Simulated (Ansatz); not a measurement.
# MgO: what symmetry allows forces and stress to be

```
Mg O
1.0
     3.30779    0.00000    0.00000
    -1.65389    2.86463    0.00000
     0.00000    0.00000    4.98288
Mg O
2 2
Cartesian
  0.0000 1.9098 0.0108
  1.6539 0.9549 2.5022
  0.0000 2.2848 2.0053
  1.6539 0.9549 4.4968
```

Level of theory: Ansatz, DFT PBEsol, scalar-relativistic, plane waves, PAW.

Settings: cutoff 420 eV, Γ-centred mesh 9×9×6 on the computed 4-atom cell, Gaussian smearing of 0.02 eV; no spin polarisation.

This distorted cell has space group Cm, with 2 operations.

Question: Without a calculation: in which directions can each atom feel a force?

Answer: A force must be left unchanged by every operation that keeps its atom in place, so it lies in the space that those operations leave fixed. Atoms that the group maps onto each other feel forces of one size.
| atom | site symmetry | operations at the site | equivalent to atom | allowed force (Cartesian) |
| --- | --- | --- | --- | --- |
| Mg1 | m | 2 | 1 | in the plane normal to (1.00, 0.00, 0.00) |
| Mg2 | m | 2 | 2 | in the plane normal to (1.00, 0.00, 0.00) |
| O3 | m | 2 | 3 | in the plane normal to (1.00, 0.00, 0.00) |
| O4 | m | 2 | 4 | in the plane normal to (1.00, 0.00, 0.00) |

That leaves 8 independent force components of 12, tied by 2 conditions that the forces sum to zero, so 6 remain. A relaxation in this cell that keeps the symmetry moves the atoms in these directions alone.

Question: And the stress tensor?

Answer: It must be invariant under the point group, which leaves 4 independent components: xz, xy vanish.

Question: Do the computed values obey this?

Answer: Yes. Forces (eV/Å):
```
Mg1  0.000  0.304  0.222
Mg2  0.000  7.838  2.003
O3   0.000 -8.456 -2.151
O4   0.000  0.314 -0.073
```

Stress (GPa, compression positive, xx yy zz yz xz xy): -5.67 32.07 3.50 11.94 0.00 0.00. The program imposes the same operations on density, forces and stress, so this confirms the analysis and is no independent test of the calculation.

This wurtzite form isn't the usual stable structure of the compound.